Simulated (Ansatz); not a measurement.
# Al(111) / 1 layer Ru(0001) / Al(111): resistance against film thickness

Aim: what a thin film of another metal adds to the resistance, first Al(111) / 1 layer Ru(0001) / Al(111).

Calculated with Ansatz 0.2.0; Ansatz plane-wave DFT, PBE, PAW files; ballistic transport by layer matching (Landauer), zero bias; PAW set soft_1.

## (1) Set-up

The cell holds 9 atoms: 8 Al and 1 Ru. Cell: a = 2.862 Å, b = 2.862 Å, c = 20.610 Å, α = 90.0°, β = 90.0°, γ = 120.0°. It derives from Al and Ru. Regions: lead, 8 atoms (8 Al); films, 1 atom (1 Ru). The structure is stacked along c, and the current runs across the ab planes.

## (2) With 1 layer

The film is laid into the lead at the lead's in-plane lattice, and the cell closes on the lead's own image. The mesh across the current, 30×30, is finer than the density's, because channels open and close sharply across the zone. Energies from -1 to 1 eV in steps of 0.036 eV cover the slope of the Fermi function at 300 K, so the program can form a conductance.

File input.yaml:

```yaml
crystal:
  lattice:
    - [2.862347037, 0.0, 0.0]
    - [-1.4311735185, 2.4788652485, 0.0]
    - [0.0, 0.0, 20.6099415523]
  atoms:
    - { symbol: Al, position: [0.0, 0.0, 0.0566982823] }
    - { symbol: Al, position: [0.3333333333, 0.6666666667, 0.1700948469] }
    - { symbol: Al, position: [0.6666666667, 0.3333333333, 0.2834914116] }
    - { symbol: Al, position: [0.0, 0.0, 0.3968879762] }
    - { symbol: Ru, position: [0.3333333333, 0.6666666667, 0.5] }
    - { symbol: Al, position: [0.6666666667, 0.3333333333, 0.6031120238] }
    - { symbol: Al, position: [0.0, 0.0, 0.7165085884] }
    - { symbol: Al, position: [0.3333333333, 0.6666666667, 0.8299051531] }
    - { symbol: Al, position: [0.6666666667, 0.3333333333, 0.9433017177] }
kpoints:
  mp_grid: { grid: [15, 15, 2] }
hamiltonian:
  xc: pbe
  pseudopotentials: { kind: paw, azcp: { folder: soft_1 } }
scf:
  occupations: { method: fermi_dirac, width: 0.1 }
output:
  transmission: { leads: [[0, 1]], kmesh: [30, 30], e_range: [-1.0, 1.0], de: 0.036 }
  write_potential: true
  write_density: true
  volumetric_format: npy
  elf: true
```

The run is started by

```bash
ansatz run input.yaml --threads 4 --pin off --max-ram 15360MiB --backend cpu --events-out ev --progress --plain --runs-dir out
```

Numbers of over 12 decimals in the logs are rounded to 6 here.

Output:

```text
Engine: ansatz 0.2.0, aarch64-unknown-linux-gnu
Pseudopotentials: kind: paw
Pseudopotential: Al, paw, valence charge 3, recommended cutoff 420 eV (normal), soft_1/Al.paw.azcp
Pseudopotential: Ru, paw, valence charge 16, recommended cutoff 420 eV (normal), soft_1/Ru.paw.azcp
Functional definition: PBE
  parameter kappa = 0.804
  parameter beta = 0.066725
  exchange = pbe_x(kappa = kappa, mu = beta*pi^2/3)
  correlation = pbe_c(beta = beta)
Crystal: 9 atoms, lattice volume = 146.235 Å³
Basis set: ecut = 420 eV, 2853 PW (Γ)
Bands: 29, of which v1, the nominal top of the filled ones, is band 20 counted from 1 (19 counted from 0)
Symmetry: 12 space group operations
Space group: P-3m1 (ITA 164), of the structure as read, at distance tolerance 5.3e-5 Å
k-points: 54 of 450
Non-local potential: Al, projectors of the file, l = 0: 2, l = 1: 2, l = 2: 1
Non-local potential: Ru, projectors of the file, l = 0: 3, l = 1: 2, l = 2: 2, l = 3: 1
PAW form: soft (Blöchl's): semilocal exchange-correlation on the pseudo side does not see the compensation charge
PAW one-centre angular grid: Al, 110 points (default); XC on 64 Gauss nodes
PAW one-centre angular grid: Ru, 590 points (default); XC on 64 Gauss nodes
Initial density: superposition of atomic densities (chi_scale 0.1, normalization cell, long waves of neutral atoms (reshape's long-wave potential 5.57 eV rms, cloud 2.67 Å wide))
Initial wavefunctions: pseudopotential atomic-orbital guess
Functional: x = pbe(κ = 0.804, μ = 0.219515), c = pbe(β = 0.066725)
SCF iter   1: F=—  HF=-10186.497274 eV  |F-HF|=—  |Δ(HF+E_count)|=         —  Δρ=1.47e-1  dr2=2.39e2  ethr=3.10e-3  ⟨swp⟩=6.8  Hψ=7652  notcnv=0  defer=5
preconditioner: auto → Kerker (q_TF=auto, 2.198 Å⁻¹)  [metal: Δε(μ)=0.011 eV  Ē_g=6.674 eV  σ=0.100 eV  W_gap=0.03  n_scr=14 (ndim 8)  ℏωp=17.4 eV  f_vac=0.000  D(μ)=4.27/eV (n_scr^D=14)]
SCF iter   2: F=—  HF=-10180.137100 eV  |F-HF|=—  |Δ(HF+E_count)|=    6.36e0  Δρ=4.51e-2  dr2=1.70e1  ethr=3.10e-3  ⟨swp⟩=3.3  Hψ=3969  notcnv=0  defer=27
SCF iter   3: F=—  HF=-10179.570983 eV  |F-HF|=—  |Δ(HF+E_count)|=   5.66e-1  Δρ=1.44e-2  dr2=8.90e-1  ethr=3.10e-3  ⟨swp⟩=2.6  Hψ=2894  notcnv=0  defer=29
SCF iter   4: F=—  HF=-10179.555188 eV  |F-HF|=—  |Δ(HF+E_count)|=   1.58e-2  Δρ=1.26e-2  dr2=8.54e-1  ethr=2.23e-3  ⟨swp⟩=2.5  Hψ=2733  notcnv=0  defer=33
SCF iter   5: F=—  HF=-10179.525716 eV  |F-HF|=—  |Δ(HF+E_count)|=   2.95e-2  Δρ=5.00e-3  dr2=1.30e-1  ethr=2.14e-3  ⟨swp⟩=1.0  Hψ=1703  notcnv=0  defer=33
SCF iter   6: F=—  HF=-10179.520546 eV  |F-HF|=—  |Δ(HF+E_count)|=   5.17e-3  Δρ=1.77e-3  dr2=1.73e-2  ethr=3.24e-4  ⟨swp⟩=1.0  Hψ=1525  notcnv=0  defer=38
SCF iter   7: F=—  HF=-10179.519975 eV  |F-HF|=—  |Δ(HF+E_count)|=   5.71e-4  Δρ=2.56e-4  dr2=4.89e-4  ethr=4.32e-5  ⟨swp⟩=1.0  Hψ=1525  notcnv=0  defer=38
SCF iter   8: F=—  HF=-10179.519992 eV  |F-HF|=—  |Δ(HF+E_count)|=   1.73e-5  Δρ=2.75e-5  dr2=7.90e-6  ethr=1.22e-6  ⟨swp⟩=1.5  Hψ=1620  notcnv=0  defer=38
SCF iter   9: F=—  HF=-10179.519994 eV  |F-HF|=—  |Δ(HF+E_count)|=   2.15e-6  Δρ=1.59e-5  dr2=1.10e-6  ethr=1.97e-8  ⟨swp⟩=2.0  Hψ=1921  notcnv=0  defer=38
SCF iter  10: F=-10179.519994 eV  HF=-10179.519994 eV  |F-HF|=8.51e-8  |Δ(HF+E_count)|=   3.56e-8  Δρ=5.60e-6  dr2=9.11e-8  ethr=2.50e-10  ⟨swp⟩=6.5  Hψ=5703  notcnv=0
SCF 1 converged in 10 iterations: F = -10179.519994 eV  dr2 = 9.11e-8
  greatest PAW one-centre occupation: 1.000 electrons in one spin orbital (limit 2), on the Ru atom at site 4 (counted from 0), in its partial waves of l = 0
transmission: 255 of 2548 steps passed
transmission: 515 of 2548 steps passed
[...]
transmission: 2548 of 2548 steps passed
SCF converged after 10 iterations
Free energy (F): -10179.519994 eV
Harris-Foulkes:  -10179.519994 eV  (|F-HF|=8.51e-8)
Internal energy: -10179.372579 eV  (E = F + TS)
E sigma→0 (E₀):  -10179.446286 eV
Entropy (-TS):   -0.147415 eV (-16.379 meV/atom)
Fermi energy:    9.195808 eV
--- Per-component energies (eV) ---
  E_band       = -154.004054
  E_kinetic    = 638.813431
  E_local      = -8300.459969  (includes V_loc(G=0)·N_el)
  E_nonlocal   = 493.972698
  E_hartree    = 3888.060527
  E_xc         = -470.581244
  E_vxc        = -447.084748  (∫ρ·V_xc dr)
  E_paw        = -7257.536430  (= ΣΔE_a)
  E_vpaw       = -315.334242  (= ΣTr[D̂ρ^β])
  E_aug_tail   = 0.000634  (compensation charges beyond the density's cutoff)
  E_ewald      = 828.357774
  E_smearing   = -0.147415  (= −TS)
  E_closure    = 0.000000  (closes the sum)
  Σ components = -10179.519994   (vs F -10179.519994, Δ=0.00e0)
--- Band table (eV; the first three rows and the last of 54) ---
  k-point 0: bands = [... 16 lower, 7.6324, 8.1995, 9.3145, 9.3145, 10.6407, 11.8556, 14.7722, 16.0126, ... 5 higher]
  k-point 1: bands = [... 16 lower, 7.6324, 8.7338, 9.3145, 9.3145, 9.9457, 12.6628, 13.8884, 16.9235, ... 5 higher]
  k-point 2: bands = [... 16 lower, 7.7350, 8.2805, 9.1902, 9.2780, 10.8343, 11.9313, 14.8899, 16.0620, ... 5 higher]
  k-point 53: bands = [... 16 lower, 7.0487, 7.0487, 7.6214, 7.6214, 7.7271, 8.3032, 8.3309, 8.3309, ... 5 higher]
--- Transmission ---
  basis      : 61 plane waves across, 28 finite elements along
  points     : 91, standing for a mesh of 30 x 30
  filling    : by the input's occupations and mesh, since the crystals that have channels conduct as metals do. If one of these is a semiconductor, that mesh has misplaced its level
  energies   : 56 from -1.000000 to 0.980000 eV about the Fermi level, 0.036000 eV apart; the leads are filled to 0.000000 eV, and channels, transmission and decay are at 0.008000 eV
  crystal 0  : Al1, at the sites [0, 1], period 2.3371 Å, over 18.70 Å; its Hamiltonian steps by up to 10.5 meV
    offset         : up to 0.0000 Å between an atom of the period and one for which it stands
    filled         : 7.5 meV over the level at which it is neutral
    channels       : 1.354444e0 a spin
    conductance    : 1.4742e15 S/m² at 300 K; may be off by some 0.0 % by where its bands' edges are placed, 3.7 % from the k-mesh, 0.1 % from the distance to neutral
    slowest decay  : 0.0174 /Å at (0.3333, 0.3000)
  junction   : crystal 0 to crystal 0, 0.70 to 18.97 Å
    transmission   : 9.084520e-1 a spin
    conductance    : 9.9016e14 S/m² at 300 K (1.0021e15 on every other point, 9.9020e14 on every other energy)
    error estimate : 0.0 % from the energy spacing and 0.0 % from band edges of the leads and from resonances (wavevectors taken as independent; lower de), 2.6 % from the k-mesh, 1.9 % from the steps of its leads' Hamiltonians or their offsets (lay more layers), 0.1 % from the distance to neutral
    resistance     : 3.3164e-4 Ω µm² beyond half of each lead's own
```

Elapsed: 62 s, on 4 threads of Arm Neoverse V1, shared host; peak memory 0.52 GiB; 3.8 min of CPU time.

Reading the cycles: dr2 is the Hartree energy of the density residual (eV), the measure of convergence; HF is the Harris–Foulkes estimate of the energy, which meets the free energy F at convergence.

This step gave:

```
free energy                                                                : -10179.5200 eV
energy at zero smearing                                                    : -10179.4463 eV
Fermi energy                                                               : 9.196 eV
cell area                                                                  : 7.095 Å²
step of the lead's potential                                               : 10.5 meV
ballistic conductance of the lead                                          : 1.47e15 S/m²
estimated errors of the lead's conductance                                 : 0, 3.7, 0.1 % (band edges, k-mesh, distance from neutral)
lead conductance per cell                                                  : 1.350 G₀
conductance of the junction                                                : 9.90e14 S/m²
junction conductance per cell                                              : 0.9067 G₀
estimated errors of the junction's conductance                             : 0, 0, 2.6, 1.9, 0.1 % (energy step, band edges, k-mesh, leads' steps, distance from neutral)
area resistance that the stack adds (contact term taken off, spin by spin) : 0.3316 fΩ m²
```

Per spin. Table of transmission, zone mean by energy, zero at the Fermi level:

| energy (eV) | transmission, zone mean |
| --- | --- |
| -1.000 | 0.765 |
| -0.892 | 0.818 |
| -0.820 | 0.815 |
| -0.712 | 0.843 |
| -0.640 | 0.866 |
| -0.532 | 0.893 |
| -0.424 | 0.896 |
| -0.352 | 0.909 |
| -0.244 | 0.905 |
| -0.136 | 0.887 |
| -0.064 | 0.913 |
| 0.008 | 0.908 |
| 0.044 | 0.896 |
| 0.116 | 0.921 |
| 0.224 | 0.901 |
| 0.332 | 0.871 |
| 0.404 | 0.838 |
| 0.512 | 0.870 |
| 0.620 | 0.883 |
| 0.692 | 0.885 |
| 0.800 | 0.890 |
| 0.872 | 0.910 |
| 0.980 | 0.925 |

Per spin. The open channels, zone mean, lead by energy, zero at the Fermi level:

energy (eV), open channels, zone mean, lead and a bar from the least value:
```
   -1.000       1.24 
   -0.964       1.26 ##
   -0.892       1.27 ###
   -0.856       1.27 ###
   -0.784       1.27 ###
   -0.748       1.25 #
   -0.676       1.28 ####
   -0.640       1.28 ####
   -0.568       1.28 ####
   -0.532       1.27 ###
   -0.460       1.27 ###
   -0.424       1.24 
   -0.352       1.24 
   -0.316       1.27 ###
   -0.244       1.29 ####
   -0.208       1.30 ######
   -0.136       1.26 ##
   -0.100       1.31 #######
   -0.028       1.34 ##########
    0.008       1.35 ###########
    0.080       1.37 #############
    0.116       1.39 ##############
    0.188       1.43 ###################
    0.224       1.44 ###################
    0.296       1.44 ###################
    0.332       1.46 #####################
    0.404       1.43 ##################
    0.440       1.47 ######################
    0.512       1.47 ######################
    0.548       1.48 #######################
    0.620       1.49 ########################
    0.656       1.51 ##########################
    0.728       1.49 ########################
    0.764       1.48 #######################
    0.836       1.51 ##########################
    0.872       1.51 ##########################
    0.944       1.55 #############################
    0.980       1.55 ##############################
```

Transmission over k1 and k2. At 0.0080 eV from the Fermi level.

Ten even steps from '_' (0.00) to '@' (1.66), each cell a mean:
```
@@%%++++==++++++++++++++==++++%%%%@@%%**++++**==++++++**##%%
##**++**++++==++++++++++==++++++++####****++--::::----++**##
--==++++++++==++++++++++++==++++++++==--++++::________::++**
==++++++======++**++++++++++======++++++--++++::________++++
**++++==++++++++++++++++++++++++++++++++++++++++--______++++
++++++++++++++++++++******++++++++++++++++++++++**++::::++++
==++++++++++==++++++**********++++++++++++++++++++==++++++++
::++++++++++==**********++++++********++==++++++++==--******
##==++==++++++++******++++++==++++++****++++**++==++==**%%%%
@@**++++==++++++++****++++::....--++++****++++++==++++++##@@
@@%%++**++==++++++++**++++::__..__--++****++++++++==++**++@@
@@@@**++++++==++++++****++++::..__::++++****++++++====++++**
##%%%%**==++==++**++******++++==--==++++******++++++++==++==
--**##**--++++++++++==++******++++++++++********==++++++++++
==++**++++==++++++++++==++++++++**********++++++==++++++++++
****++----++**++++++++++++++++++++********++++++++**++++**++
++++++____..++++++++++++++++++++++++++++++++++++++++++++++++
==**++________--****==++======++++++++++++++**++========++++
::++++..________--++==--==++++++====++++++++++++====++++++==
##****++::......::++****##**++++++++==++++++++++==++++**++++
@@%%##**++++++++++++++**%%@@####++++==++++++++++++++++++++##
@@@@%%**----**++++**----##@@@@@@%%%%**----++++++++----**%%@@
```
Columns: k1 (b1) from -0.5 to 0.467; rows upwards: k2 (b2) from -0.5 to 0.467.

Open channels over k1 and k2. At 0.0080 eV from the Fermi level.

Ten even steps from '0' (0.00) to '9' (2.00), each cell a mean:
```
998699955589969899999996999999
977999745557799797999997479999
589999444444459998969994005999
699884444444444488896996000399
666554444444444444466666633396
555544444444444444444444999999
764444444444444444444444979999
498444444444444444444444986999
989644444444444444444444599899
979974444444444444444444499799
996995444444444444444444469969
999899545555555555544444558998
999799444444444444444444444797
599969845544545444444444444499
699996944444444444444444444448
699999944444444444444444444444
569444855555444444444444444455
799100079979666444444444446699
499830049986999884444444489999
999995159999969899554444599986
999999979999999797997444999779
999966946966999998966844966899
```
Columns: k1 (b1) from -0.5 to 0.467; rows upwards: k2 (b2) from -0.5 to 0.467.

Electrostatic potential energy in the ca plane at fractional y = 0.667, with atoms of Al and Ru within 0.2 Å of it. With pseudopotentials it is smooth inside the atoms' cores, unlike the true potential.

Ten even steps from '0' (-46 eV) to '9' (11 eV), each cell a mean:
```
78999999999877899877799999999877899877789999
78999999999877899877799999999877899876789999
88999877899888899988899866799988899988899987
99997677799999999999998510279999999999999877
99987898789999999999997100049999999999999779
99987899789999999999997100049999999999999779
99997787789999999999998400169999999999999867
88999777899988999988899865799988899988899987
```
Columns run along c (16.0 Å, from fractional 0.06 to 0.84 of the cell; values clipped at the 3rd and 97th percentile), rows up along a (2.9 Å). Atoms in or near the plane, at fractional coordinates: Al at (0.17, 0.33), Ru at (0.50, 0.33), Al at (0.83, 0.33).

Valence density in the ca plane at fractional y = 0.667, with atoms of Al and Ru within 0.2 Å of it. It is the smooth field of the valence electrons, not physical close to the nuclei.

Ten steps, logarithmic in the rise over the least value, from '0' (0 e/Å³) to '9' (11 e/Å³), each cell a mean:
```
11111111111111111111112222221111111111111111
11111111111111111111112222221111111111111111
11111111111111111111122345422211111111111111
11111111111111111111123578742211111111111111
11111000111111100111124799863211110111111110
11111000111111100111124799863211100111111100
11111101111111111111123688742211111111111110
11111111111111111111122355432211111111111111
```
Columns run along c (16.0 Å, from fractional 0.06 to 0.84 of the cell), rows up along a (2.9 Å). Atoms in or near the plane, at fractional coordinates: Al at (0.17, 0.33), Ru at (0.50, 0.33), Al at (0.83, 0.33).

ELF in the ca plane at fractional y = 0.667, with atoms of Al and Ru within 0.2 Å of it. It is the smooth field of the valence electrons, not physical close to the nuclei.

Ten even steps from '0' (0.08) to '9' (0.64), each cell a mean:
```
78767899767778999976675333346766899997776789
77767899767778999975675333346766899997776789
99878888878999887888874344335888887889987888
99898312799998654689863688744799754579999851
89996030499997422479843788853698632368999812
88996050499997422479843788853698532358999813
99898302699998644589853688844799654579999840
99888878888999877888874345435888877889988887
```
Columns run along c (16.0 Å, from fractional 0.06 to 0.84 of the cell), rows up along a (2.9 Å). Atoms in or near the plane, at fractional coordinates: Al at (0.17, 0.33), Ru at (0.50, 0.33), Al at (0.83, 0.33).

The lead's potential steps by 10 meV from period to period, small in itself. The program estimates the junction's conductance to 2.6 % from the k-mesh, 0.1 % from the leads' distance from neutral and 1.9 % from their steps.

By hand: 1/G − 1/G_lead = 1/0.9902 − 1/1.474 = 0.332 fΩ m² with G in 10¹⁵ S/m².

## (3) With 3 layers, k-mesh 15×15×1, film layers 3

The stack now holds 3 film layers; the k-mesh follows the cell, and the energies span -0.27 to 0.27 eV.

System of this step: Al(111) / 3 layers Ru(0001) / Al(111). The cell holds 11 atoms: 8 Al and 3 Ru. Cell: a = 2.862 Å, b = 2.862 Å, c = 24.436 Å, α = 90.0°, β = 90.0°, γ = 120.0°. It derives from Al and Ru. Regions: lead, 8 atoms (8 Al); films, 3 atoms (3 Ru). The structure is stacked along c, and the current runs across the ab planes.

File input.yaml:

```yaml
crystal:
  lattice:
    - [2.862347037, 0.0, 0.0]
    - [-1.4311735185, 2.4788652485, 0.0]
    - [0.0, 0.0, 24.4362795502]
  atoms:
    - { symbol: Al, position: [0.0, 0.0, 0.0478202208] }
    - { symbol: Al, position: [0.3333333333, 0.6666666667, 0.1434606625] }
    - { symbol: Al, position: [0.6666666667, 0.3333333333, 0.2391011042] }
    - { symbol: Al, position: [0.0, 0.0, 0.3347415459] }
    - { symbol: Ru, position: [0.3333333333, 0.6666666667, 0.4217078445] }
    - { symbol: Ru, position: [0.6666666667, 0.3333333333, 0.5] }
    - { symbol: Ru, position: [0.3333333333, 0.6666666667, 0.5782921555] }
    - { symbol: Al, position: [0.6666666667, 0.3333333333, 0.6652584541] }
    - { symbol: Al, position: [0.0, 0.0, 0.7608988958] }
    - { symbol: Al, position: [0.3333333333, 0.6666666667, 0.8565393375] }
    - { symbol: Al, position: [0.6666666667, 0.3333333333, 0.9521797792] }
kpoints:
  mp_grid: { grid: [15, 15, 1] }
hamiltonian:
  xc: pbe
  pseudopotentials: { kind: paw, azcp: { folder: soft_1 } }
scf:
  occupations: { method: fermi_dirac, width: 0.1 }
output:
  transmission:
    leads: [[0, 1]]
    kmesh: [30, 30]
    e_range: [-0.27, 0.27]
    de: 0.036
  write_potential: true
  write_density: true
  volumetric_format: npy
```

Output:

```text
[...]
Crystal: 11 atoms, lattice volume = 173.385 Å³
Basis set: ecut = 420 eV, 3417 PW (Γ)
Bands: 47, of which v1, the nominal top of the filled ones, is band 36 counted from 1 (35 counted from 0)
Symmetry: 6 space group operations
[...]
k-points: 27 of 225 (time reversal used)
[...]
--- Transmission ---
  basis      : 61 plane waves across, 35 finite elements along
  points     : 91, standing for a mesh of 30 x 30
[...]
filled         : 1.6 meV over the level at which it is neutral
    channels       : 1.341111e0 a spin
[...]
slowest decay  : 0.0130 /Å at (0.3333, 0.3000)
  junction   : crystal 0 to crystal 0, 0.70 to 22.80 Å
    transmission   : 2.719059e-1 a spin
[...]
resistance     : 2.6437e-3 Ω µm² beyond half of each lead's own
[key lines of the parts left out:]
SCF converged after 10 iterations
Free energy (F): -21936.535839 eV
Fermi energy:    11.511764 eV
```

The job ended after 36 s (4 threads; peak memory 0.52 GiB).

This step gave:

```
free energy                                                                : -21936.5358 eV
energy at zero smearing                                                    : -21936.4391 eV
Fermi energy                                                               : 11.51 eV
step of the lead's potential                                               : 14.9 meV
estimated errors of the lead's conductance                                 : 0, 3.7, 0 % (band edges, k-mesh, distance from neutral)
lead conductance per cell                                                  : 1.348 G₀
conductance of the junction                                                : 3.01e14 S/m²
junction conductance per cell                                              : 0.2756 G₀
estimated errors of the junction's conductance                             : 0.4, 0, 9.2, 13.2, 0.1 % (energy step, band edges, k-mesh, leads' steps, distance from neutral)
area resistance that the stack adds (contact term taken off, spin by spin) : 2.644 fΩ m²
```

Per spin. The transmission, zone mean by energy, zero at the Fermi level:

| energy (eV) | transmission, zone mean |
| --- | --- |
| -0.270 | 0.270 |
| -0.234 | 0.268 |
| -0.198 | 0.271 |
| -0.162 | 0.272 |
| -0.126 | 0.264 |
| -0.090 | 0.263 |
| -0.054 | 0.272 |
| -0.018 | 0.276 |
| 0.018 | 0.272 |
| 0.054 | 0.278 |
| 0.090 | 0.287 |
| 0.126 | 0.315 |
| 0.162 | 0.357 |
| 0.198 | 0.382 |
| 0.234 | 0.382 |
| 0.270 | 0.387 |

The conductance of the junction is 3.0e14 S/m², 0.30 times the 9.9e14 S/m² of the last finished run.

(Continued in part 2 of 2.)

[Logs are printed without paths, hosts, clocks, repeated set-up lines and the standing remarks that a program may print on its own settings, such as how far it seeks lower states.]

[Hosts, paths, dates, database ids (printed as entryN), source tags and the programs' standing remarks are cut or masked in the printed files.]
